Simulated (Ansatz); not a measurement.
Crystal: F, diamond type, 2 atoms in the cell.

Method: Ansatz 0.2.0 development build, r²SCAN, plane waves, PAW datasets (earlier set, tuned by hand).

Cutoff 1050 eV; k-mesh 12×12×12 Γ-centred; Fermi–Dirac smearing of 0.1 eV; no spin polarisation.

The fit to the energies gives V₀ = 13.755 Å³/atom (a₀ = 4.792 Å), B₀ = 45.9 GPa, B₀′ = 5.34.

(1) What pressure does the program print at V = 14.212 Å³/atom, and how far above the lowest computed point (V = 13.777 Å³/atom) does the energy lie?

Answers

(1) -1.38 GPa and 2.02 meV/atom. All points:

```csv
V (Å³/atom),a (Å),E − E(min) (meV/atom),P (GPa)
13.342,4.7435,1.89,1.52
13.777,4.7945,0.00,-0.07
14.212,4.8445,2.02,-1.38
14.647,4.8934,7.26,-2.44
15.082,4.9414,15.10,-3.31
```

The stress includes the program's correction for the finite plane-wave basis.

This cubic structure is a model: it isn't the usual form of the substance at ambient conditions, and such phases are metastable or hypothetical. Spin polarisation is left out, and a magnetic state may lie lower.
